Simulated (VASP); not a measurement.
## Lu: relaxation of shape and atoms at fixed volume with PBEsol

The system is Lu.

```
Lu
1.0
     3.38126    0.00000    0.00000
    -1.69063    2.92826    0.00000
     0.00000    0.00000    5.24958
Lu
2
Direct
  0.33333 0.66667 0.25000
  0.66667 0.33333 0.75000
```

The cell isn't the ideal one: a relaxed cell with its volume scaled by 0.94.

```
Program                : VASP 6.6.1
Task                   : relaxation of shape and atoms at fixed volume
Functional             : PBEsol
Potentials or basis    : VASP PAW PBE potentials, release 64 (Lu)
Cutoff                 : 600 eV
k mesh                 : 12 × 12 × 7
Occupations            : methfessel-paxton, width 0.1 eV
Spin                   : no spin polarisation
Further INCAR settings : ALGO = Normal; EDIFF = 1e-07; IBRION = 2; EDIFFG = -0.01; NSW = 40; ISIF = 4
```

```yaml
Energy_gained_by_relaxing: 0.0 meV/atom
Ionic_steps: 2
Pressure_after_relaxing: 3.5 GPa
Band_gap_on_the_k_mesh: none (metal or under the smearing width)
```

Stress tensor (GPa, compression positive):
```
3.45 0.00 0.00
0.00 3.45 0.00
0.00 0.00 3.53
```

Final structure:
```
Lu
1.0
     3.37919    0.00000    0.00000
    -1.68960    2.92647    0.00000
     0.00000    0.00000    5.25600
Lu
2
Cartesian
  0.0000 1.9510 1.3140
  1.6896 0.9755 3.9420
```

Levels at points of the mesh, in eV from the Fermi level:
```tsv
k point	band 21	band 22	band 23	band 24	band 25	band 26	band 27	band 28	band 29	band 30
(0.00, 0.00, 0.00)	-4.66	-4.63	-4.63	-2.61	1.12	2.24	2.24	2.78	3.10	3.10
(0.50, 0.00, 0.00)	-4.66	-4.64	-2.43	-1.61	-1.04	-0.21	1.83	1.86	2.66	6.77
```

Wall time 110 s on 1 thread of Intel(R) Xeon(R) 6975P-C (Granite Rapids), on a shared host, peak memory 0.26 GiB.

Caveat: the PAW data sets were made with another functional, which shifts forces and pressure a little. The run has no spin-orbit coupling, so splittings on Lu are missing.
